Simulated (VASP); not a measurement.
## Hf: equation of state with PBEsol

Hf:

```
Hf
1.0
     3.15594    0.00000    0.00000
    -1.57797    2.73312    0.00000
     0.00000    0.00000    4.98497
Hf
2
Direct
  0.66667 0.33333 0.75000
  0.33333 0.66667 0.25000
```

```
Program                : VASP 6.6.1
Task                   : equation of state
Functional             : PBEsol
Potentials or basis    : VASP PAW PBE potentials, release 64 (Hf_pv)
Cutoff                 : 520 eV
k mesh                 : 8 × 8 × 4
Occupations            : fermi-dirac, width 0.05 eV
Spin                   : no spin polarisation
Ladder                 : gaps
Further INCAR settings : ALGO = Normal; EDIFF = 1e-07
```

* Equilibrium volume: 21.51 Å³/atom
* Bulk modulus at fixed shape and positions: 118 GPa
* Pressure derivative of the bulk modulus: 3.8 (rough: it moves with the points fitted)

Energy against volume, from the lowest point:
```
volume (Å³/atom)  energy (meV/atom)
          20.639              13.70
          21.069               3.36
          21.499               0.00
          21.929               2.98
          22.359              11.72
```

All runs of the series together: 84 s on 1 thread of Intel(R) Xeon(R) Platinum 8259CL CPU @ 2.50GHz (Skylake/Cascade Lake) (shared host).

Caveat: the cell was scaled at fixed shape and fractional positions, which overstates the stiffness of a crystal with free parameters, most of all of layers and chains; the PAW data sets were made with another functional, which shifts forces and pressure a little. The run has no spin-orbit coupling, so splittings on Hf are missing.
